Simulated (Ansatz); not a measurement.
The calculation used DFT PBE, scalar-relativistic, plane waves, PAW in Ansatz 0.2.0. Settings: cutoff 420 eV, Γ-centred meshes spaced at most about 0.3 Å⁻¹, and about 0.25 Å⁻¹ or finer for metals (2π included), Gaussian smearing. No spin polarisation in the final relaxations.

Temperature and zero-point effects are left out. All come from trial cells, and lower structures may exist.

Task: Which of these relaxed structures of As is the lowest in energy?
A.

Space group P4/mbm (No. 127). a = 6.921 Å, b = 6.921 Å, c = 2.769 Å, α = 90.00°, β = 90.00°, γ = 90.00°
```json
{"atom": "As", "site": "4g", "symmetry": "m.2m", "x": "0.1280", "y": "0.3720", "z": "0.0000"}
{"atom": "As", "site": "2a", "symmetry": "4/m..", "x": "0.0000", "y": "0.0000", "z": "0.0000"}
```

B.

Space group Fd-3m:1 (No. 227). a = 7.717 Å, b = 7.717 Å, c = 7.717 Å, α = 90.00°, β = 90.00°, γ = 90.00°
```tsv
atom	site	symmetry	x	y	z
As	16c	.-3m	0.1250	0.1250	0.1250
```

Result: A. It has space group P4/mbm (No. 127); the next, B, with space group Fd-3m (No. 227), lies 275 meV/atom higher. Counting all near atoms (those within 1.25 times the shortest such distance or 1.15 times the sum of covalent radii; a slash parts the counts of unlike sites), the lowest has As 5/6 and the next has As 6.

Cells relaxed within their symmetry can be saddle points. The part of the Crystallography Open Database at hand lists As in space groups No. 64, 166; no cell shown has one of them. Some candidate types were left out of the draw beforehand, so a known form may be missing.
